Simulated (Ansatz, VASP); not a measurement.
**Two plane-wave programs on Cd**

File INCAR:

```
ALGO = Normal ; EDIFF = 1E-7
ENCUT = 520 ; GGA = PS
ISIF = 2 ; ISMEAR = 0
LASPH = True ; LCHARG = False
LREAL = False ; LWAVE = False
NBANDS = 12 ; NELM = 100
PREC = Accurate ; SIGMA = 0.15
```

File KPOINTS:

```
k-points
0
Gamma
  18 18 18
```

The input POSCAR:

```
Cd
1.0
    0.0000000000      2.2846942425      2.2846942425
    2.2846942425      0.0000000000      2.2846942425
    2.2846942425      2.2846942425      0.0000000000
Cd
1
Direct
    0.0000000000      0.0000000000      0.0000000000
```

Input for Ansatz:

```yaml
crystal:
  lattice:
    - [0.0, 2.2846942425, 2.2846942425]
    - [2.2846942425, 0.0, 2.2846942425]
    - [2.2846942425, 2.2846942425, 0.0]
  atoms:
    - { symbol: Cd, position: [0.0, 0.0, 0.0] }
basis:
  ecutwfc: 420
kpoints:
  mp_grid: { grid: [18, 18, 18] }
hamiltonian:
  xc: pbesol
scf:
  occupations: { method: gaussian, width: 0.15 }
output:
  forces: true
  stress: true
  eigenvalues: true
```

Change from the starting cell: strain +0.030 along x and y, +0.030 along z, atoms carried along.

Alike in both runs: task single point; functional PBEsol; k mesh 18 × 18 × 18; occupations gaussian, width 0.15 eV; no spin polarisation.

```csv
,VASP,Ansatz
version,VASP 6.6.1,Ansatz 0.2.0
potentials or method,"VASP PAW PBE potentials, release 64 (Cd)","scalar-relativistic, plane waves, PAW"
plane-wave cutoff (eV),520,420
valence electrons in the cell,12,20
```

|  | VASP | Ansatz | Ansatz less VASP |
| --- | --- | --- | --- |
| gap on the k mesh at the Fermi level (eV) | none | none | - |
| pressure (GPa) | -5.0 | -5.2 | -0.19 |

A gap of «none» marks a metal or a gap that the smearing closes. The two sets of potentials don't hold the same shells in valence.

Caveats: the PAW data sets were made with another functional, which shifts forces and pressure a little (VASP).
